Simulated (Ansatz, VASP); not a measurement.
## BeSe: VASP beside Ansatz

```xyz
2
Lattice="0.0000 2.5840 2.5840 2.5840 0.0000 2.5840 2.5840 2.5840 0.0000" Properties=species:S:1:pos:R:3 pbc="T T T"
Be    0.0000    0.0000    0.0000
Se    1.2920    1.2920    1.2920
```

Alike in both runs: task single point; functional PBE; k mesh 6 × 6 × 6; occupations gaussian, width 0.1 eV; non-collinear spin, spin-orbit coupling.

|  | VASP | Ansatz |
| --- | --- | --- |
| version | VASP 6.6.1 | Ansatz 0.2.0 |
| potentials or method | VASP PAW PBE potentials, release 64 (Be, Se) | plane waves, PAW |
| plane-wave cutoff (eV) | 520 | 420 |
| valence electrons in the cell | 8 | 18 |

Ansatz gave:

* gap on the k mesh at the Fermi level (eV): 2.52
* least direct gap on the mesh (eV): 4.12
* pressure (GPa): 0.5
* net moment per atom (μB): 0.00

Problem. What did VASP give for the same quantities?

Solution. gap on the k mesh at the Fermi level (eV): 2.51; least direct gap on the mesh (eV): 4.12; pressure (GPa): 0.7; net moment per atom (μB): 0.00.

The two sets of potentials don't hold the same shells in valence.
